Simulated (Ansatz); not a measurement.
The system is NiO.

```
CELL_PARAMETERS angstrom
0.00000 2.08590 2.08590
2.08590 0.00000 2.08590
2.08590 2.08590 0.00000
ATOMIC_POSITIONS crystal
Ni 0.00000 0.00000 0.00000
O 0.50000 0.50000 0.50000
```

- Program: Ansatz 0.2.0
- Task: relaxation of cell and atoms
- Functional: HF
- Potentials or basis: Ansatz PAW
- Cutoff: 420 eV (not typed: the program's choice for these potentials)
- k mesh: 6 × 6 × 6
- Occupations: fermi-dirac, width 0.05 eV
- Spin: collinear spin, ferromagnetic start
- Starting moments: [1.0, 0.0] μB

At the start: volume 9.08 Å³/atom.

**Question.** Where does the relaxation end?

**Answer.** It ends after 5 steps and the volume is 9.66 Å³/atom (+6.4 %); space group Fm-3m (No. 225, to 0.05 Å); moment 2.00 μB per cell.

Step by step:
```tsv
step	energy change (eV)	largest force (eV/Å)	volume (Å³)
1	0.0000	0.0000	18.15
2	-0.0287	0.0000	18.77
3	-0.0313	0.0000	19.26
4	-0.0306	0.0000	19.32
5	-0.0484	0.0000	19.32
```

Final structure:
```
CELL_PARAMETERS angstrom
0.00000 2.12962 2.12962
2.12962 0.00000 2.12962
2.12962 2.12962 0.00000
ATOMIC_POSITIONS crystal
Ni 0.00000 0.00000 0.00000
O 0.50000 0.50000 0.50000
```

Caveat: the k mesh is coarse (spacing up to 0.43 Å⁻¹), so the values aren't converged, least of all with exact exchange; the magnetic or orbital state may not be the lowest; the plane-wave basis is chosen anew once the cell has moved, so the energies of steps on either side of that aren't comparable; the pressure holds a Pulay correction of +2.5 GPa for the finite cutoff; a cell with one magnetic atom can't hold antiferromagnetic order, which such compounds often take; the PAW data sets come from PBE, with cores solved anew for the run's functional, which leaves a small shift of forces and pressure.
